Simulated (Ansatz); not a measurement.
## Hf/SiC/Zr: conductance against the thickness of the layer

How fast does the current through Hf/SiC/Zr fall with each added layer? The lower electrode is Hf hcp(0001), the upper one Zr hcp(0001); the barrier is SiC zinc blende(111) (whole bilayers). In the first transport cell, after relaxation, the nearest pair of electrode and barrier is Hf–C at 2.19 Å, along the normal, at the lower face and Zr–Si at 3.07 Å, at a slant, at the upper one. All share a net of side 3.2 Å, which strains the lower electrode by +0.0 %, the upper one by -0.9 % and the barrier by +3.3 %, against typed lattice constants near PBE's. The first steps treat the bulk electrodes alone.

Program: Ansatz 0.2.0. Level of theory: PBE DFT, plane waves, PAW files, in the first sound run; inputs show where later runs differ. Results are calculated unless marked as measured.

## (1) Set-up

The structure is hexagonal, space group P6_3/mmc (No. 194). Conventional cell: a = 3.200 Å, b = 3.200 Å, c = 5.050 Å, α = 90.00°, β = 90.00°, γ = 120.00°. Hf has 12 Hf at 3.13 to 3.20 Å nearest.

## (2) The strained electrode, electrode Hf hcp(0001)

The electrode is held to the junction's net and relaxed along the normal; its spacing is used for the ideal lead layers.

Contents of input.yaml:

```yaml
crystal:
  lattice:
    - [3.2, 0.0, 0.0]
    - [-1.6, 2.7712812921, 0.0]
    - [0.0, 0.0, 5.05]
  atoms:
    - { symbol: Hf, position: [0.0, 0.0, 0.0] }
    - { symbol: Hf, position: [0.3333333333, 0.6666666667, 0.5] }
kpoints:
  mp_grid: { grid: [12, 12, 6] }
scf:
  occupations: { method: fermi_dirac, width: 0.1 }
  max_iter: 150
hamiltonian:
  xc: pbe
relax:
  f_tol: 0.01
  max_steps: 40
  cell: { fix: [a, b, angles] }
```

Run with:

```sh
$ ansatz run input.yaml --threads 4 --pin off --max-ram 12288MiB --backend cpu --events-out ev --progress --plain --runs-dir out
```

Numbers of over 12 decimals in the logs are rounded to 6 here.

Output:

```text
Engine: ansatz 0.2.0, aarch64-unknown-linux-gnu
Pseudopotentials: kind: paw
Pseudopotential: Hf, paw, valence charge 26, recommended cutoff 420 eV (normal), Hf.paw.azcp
Functional definition: PBE
  parameter kappa = 0.804
  parameter beta = 0.066725
  exchange = pbe_x(kappa = kappa, mu = beta*pi^2/3)
  correlation = pbe_c(beta = beta)
Crystal: 2 atoms, lattice volume = 44.784 Å³
Basis set: ecut = 420 eV, 881 PW (Γ), exchange–correlation on 48×48×72 points (8 copies of the dense FFT grid, shifted against one another)
Bands: 32, of which v1, the nominal top of the filled ones, is band 26 counted from 1 (25 counted from 0)
Symmetry: 24 space group operations
Space group: P63/mmc (ITA 194), of the structure as read, at distance tolerance 3.6e-5 Å
k-points: 76 of 864
Non-local potential: Hf, projectors of the file, l = 0: 3, l = 1: 2, l = 2: 2, l = 3: 3
PAW form: soft (Blöchl's): semilocal exchange-correlation on the pseudo side does not see the compensation charge
PAW one-centre angular grid: Hf, 590 points (default); XC on 64 Gauss nodes
Initial density: superposition of atomic densities (neutral atoms: chi_scale 0, normalization atom), corrected by the library's trained network
Initial wavefunctions: pseudopotential atomic-orbital guess
Functional: x = pbe(κ = 0.804, μ = 0.219515), c = pbe(β = 0.066725)
SCF iter   1: F=—  HF=-31442.749133 eV  |F-HF|=—  |Δ(HF+E_count)|=         —  Δρ=2.87e-3  dr2=1.78e-3  ethr=1.77e-3  ⟨swp⟩=4.4  Hψ=7972  notcnv=0
preconditioner: auto → Kerker (q_TF=auto, 2.797 Å⁻¹)  [metal: Δε(μ)=0.018 eV  Ē_g=17.571 eV  σ=0.100 eV  W_gap=0.04  n_scr=22 (ndim 8)  ℏωp=38.4 eV  f_vac=0.000  D(μ)=1.67/eV (n_scr^D=22)]
SCF iter   2: F=—  HF=-31442.749448 eV  |F-HF|=—  |Δ(HF+E_count)|=   3.15e-4  Δρ=1.81e-3  dr2=7.81e-4  ethr=3.42e-6  ⟨swp⟩=2.5  Hψ=4708  notcnv=0
SCF iter   3: F=—  HF=-31442.749669 eV  |F-HF|=—  |Δ(HF+E_count)|=   2.21e-4  Δρ=2.84e-4  dr2=3.23e-5  ethr=1.50e-6  ⟨swp⟩=3.0  Hψ=4403  notcnv=0
SCF iter   4: F=—  HF=-31442.749681 eV  |F-HF|=—  |Δ(HF+E_count)|=   1.18e-5  Δρ=1.54e-4  dr2=5.83e-6  ethr=6.21e-8  ⟨swp⟩=2.0  Hψ=4426  notcnv=0
SCF iter   5: F=—  HF=-31442.749679 eV  |F-HF|=—  |Δ(HF+E_count)|=   1.84e-6  Δρ=5.31e-5  dr2=6.90e-7  ethr=1.12e-8  ⟨swp⟩=2.1  Hψ=3829  notcnv=0
SCF iter   6: F=-31442.749679 eV  HF=-31442.749679 eV  |F-HF|=1.10e-8  |Δ(HF+E_count)|=   4.38e-7  Δρ=1.28e-5  dr2=3.77e-8  ethr=1.92e-10  ⟨swp⟩=5.3  Hψ=10578  notcnv=0
SCF 1 converged in 6 iterations: F = -31442.749679 eV  dr2 = 3.77e-8
  greatest PAW one-centre occupation: 0.998 electrons in one spin orbital (limit 2), on the Hf atom at site 1 (counted from 0), in its partial waves of l = 0
relax step   1: F+E_penalty+E_count = -31442.74967924 eV  Δ(F+E_penalty+E_count) = +0.000e0 eV  max|allowed force component| = 9.252e-17 eV/Å  Δτ_max = 0.0000 Å  P = +0.786 GPa  Ω = 44.784 Å³  fix = [a, b, alpha, beta, gamma]  reactions: a +0.630, b +0.630 GPa  (6 SCF iters, dr2 threshold 1.00e-7 eV, accepted)
Crystal: 2 atoms, lattice volume = 45.238 Å³
Initial density: handed on by an earlier stage of this run
Initial wavefunctions: those handed on with the density
iter 1 solved again at ethr=5.20e-8 eV; its pass at ethr=3.10e-3 eV (dr2=2.70e-5 eV) is discarded
SCF iter   1: F=—  HF=-31442.749828 eV  |F-HF|=—  |Δ(HF+E_count)|=         —  Δρ=4.53e-4  dr2=4.17e-5  ethr=5.20e-8  ⟨swp⟩=3.0  Hψ=13024  notcnv=0
preconditioner: auto → Kerker (q_TF=auto, 2.792 Å⁻¹)  [metal: Δε(μ)=0.026 eV  Ē_g=17.573 eV  σ=0.100 eV  W_gap=0.07  n_scr=22 (ndim 8)  ℏωp=38.2 eV  f_vac=0.000  D(μ)=1.68/eV (n_scr^D=22)]
SCF iter   2: F=—  HF=-31442.749853 eV  |F-HF|=—  |Δ(HF+E_count)|=   2.49e-5  Δρ=2.52e-4  dr2=1.63e-5  ethr=5.20e-8  ⟨swp⟩=2.0  Hψ=4368  notcnv=0
SCF iter   3: F=—  HF=-31442.749853 eV  |F-HF|=—  |Δ(HF+E_count)|=   7.51e-8  Δρ=9.55e-5  dr2=3.56e-6  ethr=3.13e-8  ⟨swp⟩=2.0  Hψ=3616  notcnv=0
SCF iter   4: F=—  HF=-31442.749852 eV  |F-HF|=—  |Δ(HF+E_count)|=   1.29e-6  Δρ=4.03e-5  dr2=5.27e-7  ethr=6.84e-9  ⟨swp⟩=2.0  Hψ=4415  notcnv=0
SCF iter   5: F=-31442.749851 eV  HF=-31442.749851 eV  |F-HF|=2.09e-8  |Δ(HF+E_count)|=   2.31e-7  Δρ=6.72e-6  dr2=1.98e-8  ethr=3.85e-10  ⟨swp⟩=4.6  Hψ=9302  notcnv=0
SCF 2 converged in 5 iterations: F = -31442.749851 eV  dr2 = 1.98e-8
relax step   2: F+E_penalty+E_count = -31442.74985133 eV  Δ(F+E_penalty+E_count) = -1.721e-4 eV  max|allowed force component| = 3.024e-16 eV/Å  Δτ_max = 0.0000 Å  P = -0.328 GPa  Ω = 45.238 Å³  energy of the carried Pulay correction = -1.263e-4 eV  fix = [a, b, alpha, beta, gamma]  reactions: a -0.056, b -0.056 GPa  (5 SCF iters, dr2 threshold 2.00e-7 eV, accepted)
Crystal: 2 atoms, lattice volume = 45.037 Å³
iter 1 solved again at ethr=7.84e-9 eV; its pass at ethr=3.10e-3 eV (dr2=4.08e-6 eV) is discarded
SCF iter   1: F=—  HF=-31442.750436 eV  |F-HF|=—  |Δ(HF+E_count)|=         —  Δρ=2.01e-4  dr2=8.14e-6  ethr=7.84e-9  ⟨swp⟩=3.1  Hψ=12939  notcnv=0
preconditioner: auto → Kerker (q_TF=auto, 2.794 Å⁻¹)  [metal: Δε(μ)=0.005 eV  Ē_g=17.571 eV  σ=0.100 eV  W_gap=0.01  n_scr=22 (ndim 8)  ℏωp=38.3 eV  f_vac=0.000  D(μ)=1.68/eV (n_scr^D=22)]
SCF iter   2: F=—  HF=-31442.750464 eV  |F-HF|=—  |Δ(HF+E_count)|=   2.85e-5  Δρ=1.13e-4  dr2=3.21e-6  ethr=7.84e-9  ⟨swp⟩=2.0  Hψ=4403  notcnv=0
SCF iter   3: F=—  HF=-31442.750465 eV  |F-HF|=—  |Δ(HF+E_count)|=   1.00e-7  Δρ=4.41e-5  dr2=7.31e-7  ethr=6.17e-9  ⟨swp⟩=2.0  Hψ=3580  notcnv=0
SCF iter   4: F=-31442.750464 eV  HF=-31442.750464 eV  |F-HF|=7.20e-8  |Δ(HF+E_count)|=   2.14e-7  Δρ=1.82e-5  dr2=1.01e-7  ethr=3.85e-10  ⟨swp⟩=3.3  Hψ=10914  notcnv=0
SCF 3 converged in 4 iterations: F = -31442.750464 eV  dr2 = 1.01e-7
relax step   3: F+E_penalty+E_count = -31442.75046423 eV  Δ(F+E_penalty+E_count) = -6.129e-4 eV  max|allowed force component| = 3.140e-16 eV/Å  Δτ_max = 0.0000 Å  P = +0.157 GPa  Ω = 45.037 Å³  energy of the carried Pulay correction = -7.058e-5 eV  fix = [a, b, alpha, beta, gamma]  reactions: a +0.242, b +0.242 GPa  (4 SCF iters, dr2 threshold 2.00e-7 eV, accepted)
Initial wavefunctions: pseudopotential atomic-orbital guess (no wavefunctions were taken with the density)
iter 1 solved again at ethr=3.30e-9 eV; its pass at ethr=3.10e-3 eV (dr2=1.72e-6 eV) is discarded
SCF iter   1: F=—  HF=-31442.750504 eV  |F-HF|=—  |Δ(HF+E_count)|=         —  Δρ=1.98e-5  dr2=1.04e-7  ethr=3.30e-9  ⟨swp⟩=4.1  Hψ=16651  notcnv=0
preconditioner: auto → Kerker (q_TF=auto, 2.794 Å⁻¹)  [metal: Δε(μ)=0.005 eV  Ē_g=17.574 eV  σ=0.100 eV  W_gap=0.01  n_scr=22 (ndim 8)  ℏωp=38.3 eV  f_vac=0.000  D(μ)=1.68/eV (n_scr^D=22)]
SCF iter   2: F=—  HF=-31442.750534 eV  |F-HF|=—  |Δ(HF+E_count)|=   2.99e-5  Δρ=1.29e-5  dr2=5.53e-8  ethr=1.99e-10  ⟨swp⟩=2.1  Hψ=3772  notcnv=0
SCF iter   3: F=—  HF=-31442.750534 eV  |F-HF|=—  |Δ(HF+E_count)|=   9.21e-9  Δρ=4.68e-6  dr2=9.92e-9  ethr=1.06e-10  ⟨swp⟩=2.0  Hψ=4414  notcnv=0
SCF iter   4: F=—  HF=-31442.750534 eV  |F-HF|=—  |Δ(HF+E_count)|=   1.68e-9  Δρ=1.97e-6  dr2=1.82e-9  ethr=1.91e-11  ⟨swp⟩=2.0  Hψ=4404  notcnv=0
SCF iter   5: F=—  HF=-31442.750534 eV  |F-HF|=—  |Δ(HF+E_count)|=  3.67e-10  Δρ=4.01e-7  dr2=1.03e-10  ethr=3.51e-12  ⟨swp⟩=2.1  Hψ=3846  notcnv=0
SCF iter   6: F=-31442.750534 eV  HF=-31442.750534 eV  |F-HF|=7.28e-12  |Δ(HF+E_count)|=  1.46e-11  Δρ=1.01e-7  dr2=5.14e-12  ethr=1.00e-12  ⟨swp⟩=6.6  Hψ=12253  notcnv=0
SCF 4 converged in 6 iterations: F = -31442.750534 eV  dr2 = 5.14e-12
relax step   4: F+E_penalty+E_count = -31442.75053402 eV  Δ(F+E_penalty+E_count) = -6.979e-5 eV  max|allowed force component| = 3.140e-16 eV/Å  Δτ_max = 0.0000 Å  P = +0.158 GPa  Ω = 45.037 Å³  fix = [a, b, alpha, beta, gamma]  reactions: a +0.242, b +0.242 GPa  stress off target by 1.15e-2 GPa on what of the cell is left free  SCF on the basis re-selected at this cell (its energy is not comparable with the rows above)  (6 SCF iters)
basis re-selected at this cell: Δ(F+E_penalty+E_count) = -6.979e-5 eV, ΔP = +0.000 GPa vs the last step (what re-selecting the basis moved, of the pressure what is left beyond the Pulay correction that the steps carried, after the strain that the cell walked since its last selection, with what the two solves' SCF thresholds leave and, on support functions, any second-order correction that the steps lacked; it is no m [...]
SCF converged after 6 iterations
Free energy (F): -31442.750534 eV
Harris-Foulkes:  -31442.750534 eV  (|F-HF|=7.28e-12)
Internal energy: -31442.693174 eV  (E = F + TS)
E sigma→0 (E₀):  -31442.721854 eV
Entropy (-TS):   -0.057360 eV (-28.680 meV/atom)
Fermi energy:    19.748150 eV
--- Per-component energies (eV) ---
  E_band       = 64.522439
  E_kinetic    = 848.030164
  E_local      = -10177.103740  (includes V_loc(G=0)·N_el)
  E_nonlocal   = -2488.740520
  E_hartree    = 4785.324375
  E_xc         = -600.155202
  E_vxc        = -532.288774  (∫ρ·V_xc dr)
  E_paw        = -13855.542148  (= ΣΔE_a)
  E_vpaw       = 2843.976459  (= ΣTr[D̂ρ^β])
  E_aug_tail   = -0.000002  (compensation charges beyond the density's cutoff)
  E_ewald      = -9954.506100
  E_smearing   = -0.057360  (= −TS)
  E_closure    = -0.000000  (closes the sum)
  Σ components = -31442.750534   (vs F -31442.750534, Δ=0.00e0)
--- Forces (eV/Å), atoms counted from 1 ---
  atom   1  Hf     0.00000000     0.00000000    -0.00000000
  atom   2  Hf     0.00000000    -0.00000000     0.00000000
  max |Σ_I F_I| component: 5.55e-17 eV/Å
--- Stress (GPa, compression-positive) ---
        0.242499       0.000000       0.000000
        0.000000       0.242499       0.000000
        0.000000       0.000000      -0.011534
  P = ⅓ Tr σ = 0.1578 GPa (1.578 kbar)
--- Relaxed structure (3 steps of the walk, 3 accepted, 1 SCFs on fresh bases) ---
  F+E_penalty+E_count = -31442.75053402 eV   max|allowed force component| = 3.140e-16 eV/Å   (the final SCF, on the basis selected at the relaxed cell)
  cell:  # Å, volume = 45.0373 Å³
    - [3.200000, 0, 0]
    - [-1.600000, 2.771281, 0]
    - [0, 0, 5.078579]
  atoms:
    - { symbol: Hf, position: [9.251858539620026e-18, -5.0885221963063406e-17, 0] }
    - { symbol: Hf, position: [0.333333, 0.666667, 0.500000] }
```

Wall time 5.7 s (4 threads of Arm Neoverse V1, shared host); peak memory 0.4 GiB; 19 s of CPU time.

Relaxation path:

```
step  energy less that of the first step (eV)  largest force component (eV/Å)  pressure (GPa)  volume (Å³)
   1                                   0.0000                          0.0000            0.79        44.78
   2                                  -0.0002                          0.0000           -0.33        45.24
   3                                  -0.0008                          0.0000            0.16        45.04
  4*                                  -0.0009                          0.0000            0.16        45.04
```

Relaxation steps marked * repeat the geometry before them on a plane-wave basis chosen anew for their cell, so energy and pressure can jump there.

The run keeps the 24 symmetry operations that it works with, so distortions that break them were not tested.

```
conventional cell, symmetrised  before  after  change
                         a (Å)   3.200  3.200  -0.0 %
                         b (Å)   3.200  3.200  -0.0 %
                         c (Å)   5.050  5.079  +0.6 %
              volume (Å³/atom)   22.39  22.52  +0.6 %
```

Final coordinates:

```cif
data_structure
_symmetry_space_group_name_H-M 'P 1'
_symmetry_Int_Tables_number 1
_cell_length_a 3.2000
_cell_length_b 3.2000
_cell_length_c 5.0786
_cell_angle_alpha 90.000
_cell_angle_beta 90.000
_cell_angle_gamma 120.000
_cell_volume 45.04
loop_
_atom_site_label
_atom_site_type_symbol
_atom_site_fract_x
_atom_site_fract_y
_atom_site_fract_z
_atom_site_occupancy
Hf1 Hf 0.00000 0.00000 0.00000 1
Hf2 Hf 0.33333 0.66667 0.50000 1
```

Numbers from this step:

* free energy: -31442.7505 eV
* Fermi energy: 19.75 eV
* pressure: 0.1578 GPa

The cell grew by 0.6 % in volume.

## (3) Layer spacing of the electrode, electrode Zr hcp(0001)

System of this step: Zr. Symmetry: P6_3/mmc, No. 194, hexagonal system. Conventional cell: a = 3.200 Å, b = 3.200 Å, c = 5.204 Å, α = 90.00°, β = 90.00°, γ = 120.00°. Zr has 12 Zr at 3.19 to 3.20 Å nearest.

The electrode is held to the junction's net and relaxed along the normal; its spacing is used for the ideal lead layers.

input.yaml, the sections that differ from step 2:

```yaml
crystal:
  lattice:
    - [3.2, 0.0, 0.0]
    - [-1.6, 2.7712812921, 0.0]
    - [0.0, 0.0, 5.2036130031]
  atoms:
    - { symbol: Zr, position: [0.0, 0.0, 0.0] }
    - { symbol: Zr, position: [0.3333333333, 0.6666666667, 0.5] }
# kpoints, scf, hamiltonian, relax: as in step 2
```

Output:

```text
[...]
Crystal: 2 atoms, lattice volume = 46.146 Å³
Basis set: ecut = 420 eV, 917 PW (Γ), exchange–correlation on 48×48×72 points (8 copies of the dense FFT grid, shifted against one another)
Bands: 16, of which v1, the nominal top of the filled ones, is band 12 counted from 1 (11 counted from 0)
Symmetry: 24 space group operations
[...]
k-points: 76 of 864
[...]
SCF iter   1: F=—  HF=-8367.700455 eV  |F-HF|=—  |Δ(HF+E_count)|=         —  Δρ=2.64e-3  dr2=1.09e-3  ethr=1.77e-3  ⟨swp⟩=4.8  Hψ=5159  notcnv=0
[...]
SCF iter   6: F=-8367.700164 eV  HF=-8367.700164 eV  |F-HF|=1.12e-9  |Δ(HF+E_count)|=   4.65e-9  Δρ=3.61e-6  dr2=3.66e-9  ethr=2.99e-10  ⟨swp⟩=2.0  Hψ=4535  notcnv=0
SCF 1 converged in 6 iterations: F = -8367.700164 eV  dr2 = 3.66e-9
[...]
relax step   1: F+E_penalty+E_count = -8367.70016426 eV  Δ(F+E_penalty+E_count) = +0.000e0 eV  max|allowed force component| = 6.476e-17 eV/Å  Δτ_max = 0.0000 Å  P = +1.313 GPa  Ω = 46.146 Å³  fix = [a, b, alpha, beta, gamma]  reactions: a +1.742, b +1.742 GPa  (6 SCF iters, dr2 threshold 1.00e-7 eV, accepted)
Crystal: 2 atoms, lattice volume = 46.344 Å³
[...]
SCF iter   3: F=-8367.700272 eV  HF=-8367.700272 eV  |F-HF|=8.48e-9  |Δ(HF+E_count)|=   1.21e-6  Δρ=1.28e-5  dr2=6.75e-8  ethr=8.33e-10  ⟨swp⟩=3.0  Hψ=4763  notcnv=0
SCF 2 converged in 3 iterations: F = -8367.700272 eV  dr2 = 6.75e-8
relax step   2: F+E_penalty+E_count = -8367.70027229 eV  Δ(F+E_penalty+E_count) = -1.080e-4 eV  max|allowed force component| = 1.503e-17 eV/Å  Δτ_max = 0.0000 Å  P = +0.881 GPa  Ω = 46.344 Å³  energy of the carried Pulay correction = -2.343e-5 eV  fix = [a, b, alpha, beta, gamma]  reactions: a +1.441, b +1.441 GPa  (3 SCF iters, dr2 threshold 2.00e-7 eV, accepted)
Crystal: 2 atoms, lattice volume = 46.276 Å³
[...]
SCF iter   3: F=-8367.700332 eV  HF=-8367.700332 eV  |F-HF|=1.28e-9  |Δ(HF+E_count)|=   8.27e-8  Δρ=3.74e-6  dr2=6.06e-9  ethr=6.00e-10  ⟨swp⟩=3.0  Hψ=4181  notcnv=0
SCF 3 converged in 3 iterations: F = -8367.700332 eV  dr2 = 6.06e-9
relax step   3: F+E_penalty+E_count = -8367.70033222 eV  Δ(F+E_penalty+E_count) = -5.993e-5 eV  max|allowed force component| = 9.194e-17 eV/Å  Δτ_max = 0.0000 Å  P = +1.029 GPa  Ω = 46.276 Å³  energy of the carried Pulay correction = -1.537e-5 eV  fix = [a, b, alpha, beta, gamma]  reactions: a +1.544, b +1.544 GPa  (3 SCF iters, dr2 threshold 1.44e-7 eV, accepted)
[...]
SCF iter   4: F=-8367.700347 eV  HF=-8367.700347 eV  |F-HF|=9.09e-12  |Δ(HF+E_count)|=  1.75e-10  Δρ=1.54e-7  dr2=2.45e-12  ethr=1.00e-12  ⟨swp⟩=5.0  Hψ=4856  notcnv=0
SCF 4 converged in 4 iterations: F = -8367.700347 eV  dr2 = 2.45e-12
relax step   4: F+E_penalty+E_count = -8367.70034699 eV  Δ(F+E_penalty+E_count) = -1.477e-5 eV  max|allowed force component| = 8.327e-17 eV/Å  Δτ_max = 0.0000 Å  P = +1.029 GPa  Ω = 46.276 Å³  fix = [a, b, alpha, beta, gamma]  reactions: a +1.544, b +1.544 GPa  stress off target by 2.10e-3 GPa on what of the cell is left free  SCF on the basis re-selected at this cell (its energy is not comparable with the rows above)  (4 SCF iters)
[...]
SCF converged after 4 iterations
Free energy (F): -8367.700347 eV
[...]
Internal energy: -8367.626707 eV  (E = F + TS)
E sigma→0 (E₀):  -8367.663527 eV
Entropy (-TS):   -0.073640 eV (-36.820 meV/atom)
Fermi energy:    14.070638 eV
[...]
--- Stress (GPa, compression-positive) ---
        1.544299       0.000000      -0.000000
        0.000000       1.544299      -0.000000
       -0.000000      -0.000000      -0.002103
  P = ⅓ Tr σ = 1.0288 GPa (10.288 kbar)
--- Band table (eV; the first three rows and the last of 76) ---
  k-point 0: bands = [... 8 lower, 8.4466, 11.0488, 14.9236, 15.0093, 15.0093, 15.1163, 15.6541, 15.6541]
  k-point 1: bands = [... 8 lower, 8.6710, 11.0163, 14.7387, 14.7603, 14.9265, 14.9265, 15.5085, 15.5085]
  k-point 2: bands = [... 8 lower, 9.2883, 10.7691, 14.1483, 14.3749, 14.8587, 14.8587, 15.2071, 15.2071]
  k-point 75: bands = [... 8 lower, 12.6700, 12.6700, 12.8473, 12.8473, 14.0833, 14.0833, 16.1029, 16.1029]
--- Relaxed structure (3 steps of the walk, 3 accepted, 1 SCFs on fresh bases) ---
[...]
cell:  # Å, volume = 46.2760 Å³
    - [3.200000, 0, 0.0]
    - [-1.600000, 2.771281, 0.0]
    - [0.0, 0.0, 5.218253]
  atoms:
    - { symbol: Zr, position: [9.251858539620032e-18, -5.0885221963063393e-17, 0.0] }
    - { symbol: Zr, position: [0.333333, 0.666667, 0.5] }
```

It took 3 s on 4 threads; peak memory 0.38 GiB.

The steps of the relaxation:

```
step  energy less that of the first step (eV)  largest force component (eV/Å)  pressure (GPa)  volume (Å³)
   1                                   0.0000                          0.0000            1.31        46.15
   2                                  -0.0001                          0.0000            0.88        46.34
   3                                  -0.0002                          0.0000            1.03        46.28
  4*                                  -0.0002                          0.0000            1.03        46.28
```

Relaxation steps marked * repeat the geometry before them on a plane-wave basis chosen anew for their cell, so energy and pressure can jump there.

The run keeps the 24 symmetry operations that it works with, so distortions that break them were not tested.

```
conventional cell, symmetrised  before  after  change
                         a (Å)   3.200  3.200  -0.0 %
                         b (Å)   3.200  3.200  -0.0 %
                         c (Å)   5.204  5.218  +0.3 %
              volume (Å³/atom)   23.07  23.14  +0.3 %
```

The relaxed structure:

```xyz
2
Lattice="3.2000 0.0000 0.0000 -1.6000 2.7713 0.0000 0.0000 0.0000 5.2183" Properties=species:S:1:pos:R:3 pbc="T T T"
Zr    0.0000    0.0000    0.0000
Zr    0.0000    1.8475    2.6091
```

Numbers from this step:

```
free energy  : -8367.7003 eV
Fermi energy : 14.07 eV
pressure     : 1.029 GPa
```

The cell grew by 0.3 % in volume.

[end of part 1 of 7]

[Logs are printed without paths, hosts, clocks, repeated set-up lines and the standing remarks that a program may print on its own settings, such as how far it seeks lower states.]

[Hosts, paths, dates, database ids (printed as entryN), source tags and the programs' standing remarks are cut or masked in the printed files.]
